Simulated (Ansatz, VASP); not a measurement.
**Ti: VASP beside Ansatz**

INCAR

```
PREC = Accurate
ENCUT = 520
EDIFF = 1E-6
ISMEAR = -1
SIGMA = 0.15
LREAL = F
LASPH = T
NELM = 80
ALGO = Normal
ISIF = 2
LWAVE = F
LCHARG = T
GGA = PE
LELF = T
LVHAR = T
NBANDS = 19
```

File KPOINTS:

```
regular mesh
0
Gamma
  13 13 7
```

File POSCAR:

```
Ti
1.0
    2.9384094506      0.0000000000      0.0000000000
   -1.4692047253      2.5447372309      0.0000000000
    0.0000000000      0.0000000000      4.6529805423
Ti
2
Direct
    0.3333333333      0.6666666667      0.2500000000
    0.6666666667      0.3333333333      0.7500000000
```

Input for Ansatz:

```yaml
crystal:
  lattice:
    - [2.9384094506, 0.0, 0.0]
    - [-1.4692047253, 2.5447372309, 0.0]
    - [0.0, 0.0, 4.6529805423]
  atoms:
    - { symbol: Ti, position: [0.3333333333, 0.6666666667, 0.25] }
    - { symbol: Ti, position: [0.6666666667, 0.3333333333, 0.75] }
kpoints:
  mp_grid: { grid: [13, 13, 7] }
scf:
  occupations: { method: fermi_dirac, width: 0.15 }
hamiltonian:
  xc: pbe
  pseudopotentials: { kind: all_electron, lapw: { basis_error: 0.00025 } }
output:
  forces: true
  stress: true
  eigenvalues: true
```

Alike in both runs: task single point; functional PBE; k mesh 13 × 13 × 7; occupations fermi-dirac, width 0.15 eV; no spin polarisation.

|  | VASP | Ansatz |
| --- | --- | --- |
| version | VASP 6.6.1 | Ansatz 0.2.0 |
| potentials or method | VASP PAW PBE potentials, release 64 (Ti_sv) | all-electron LAPW, scalar-relativistic |
| plane-wave cutoff (eV) | 520 | see its input |

|  | VASP | Ansatz | Ansatz less VASP |
| --- | --- | --- | --- |
| pressure (GPa) | 0.2 | 0.4 | +0.23 |
| largest component of the traceless stress (GPa) | 0.12 | 0.13 | +0.008 |

Ansatz ran all-electron here, so the differences hold the error of VASP's frozen core and of both bases.
